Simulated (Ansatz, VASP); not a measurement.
# ZnSe in VASP and in Ansatz

INCAR

```
SYSTEM = ZnSe
PREC = Accurate
ENCUT = 520
EDIFF = 1E-6
ISMEAR = -1
SIGMA = 0.02
LREAL = .FALSE.
LASPH = .TRUE.
NELM = 60
ALGO = Normal
ISIF = 2
LWAVE = .FALSE.
LCHARG = .FALSE.
GGA = PE
NBANDS = 16
```

Contents of KPOINTS:

```
regular mesh
0
G
  8 8 8
  0 0 0
```

Contents of POSCAR:

```
ZnSe
1.0
    3.3251532678      0.0000000000      0.0000000000
    0.0000000000      3.3251532678      0.0000000000
    0.0000000000      0.0000000000      3.3251532678
Zn Se
1 1
Direct
    0.0000000000      0.0000000000      0.0000000000
    0.5000000000      0.5000000000      0.5000000000
```

Input for Ansatz:

```yaml
crystal:
  lattice:
    - [3.3251532678, 0.0, 0.0]
    - [0.0, 3.3251532678, 0.0]
    - [0.0, 0.0, 3.3251532678]
  atoms:
    - { symbol: Zn, position: [0.0, 0.0, 0.0] }
    - { symbol: Se, position: [0.5, 0.5, 0.5] }
kpoints:
  mp_grid: { grid: [8, 8, 8] }
  band_path:
    path:
      - [[0.0, 0.0, 0.0], [-1.949441160363e-50, 0.5, 9.653339206167e-36], [0.5, 0.5, -2.572626513205e-52], [0.0, 0.0, 0.0], [0.5, 0.5, 0.5], [-1.949441160363e-50, 0.5, 9.653339206167e-36]]
      - [[0.5, 0.5, 0.5], [0.5, 0.5, -2.572626513205e-52]]
    npoints: 10
hamiltonian:
  xc: pbe
scf:
  occupations: { method: fermi_dirac, width: 0.02 }
  n_extra_bands: 4
output:
  forces: true
  stress: true
  eigenvalues: true
  write_density: true
  write_potential: true
  elf: true
  volumetric_format: npy
```

The cell was built by a generator and needn't be a form met in nature.

Alike in both runs: task single point; functional PBE; k mesh 8 × 8 × 8; occupations fermi-dirac, width 0.02 eV; no spin polarisation.

|  | VASP | Ansatz |
| --- | --- | --- |
| version | VASP 6.6.1 | Ansatz 0.2.0 |
| potentials or method | VASP PAW PBE potentials, release 64 (Zn, Se) | plane waves, PAW |
| plane-wave cutoff (eV) | 520 | 420 |
| valence electrons in the cell | 18 | 28 |

|  | VASP | Ansatz | Ansatz less VASP |
| --- | --- | --- | --- |
| pressure (GPa) | 1.4 | 1.3 | -0.12 |

The two sets of potentials don't hold the same shells in valence.
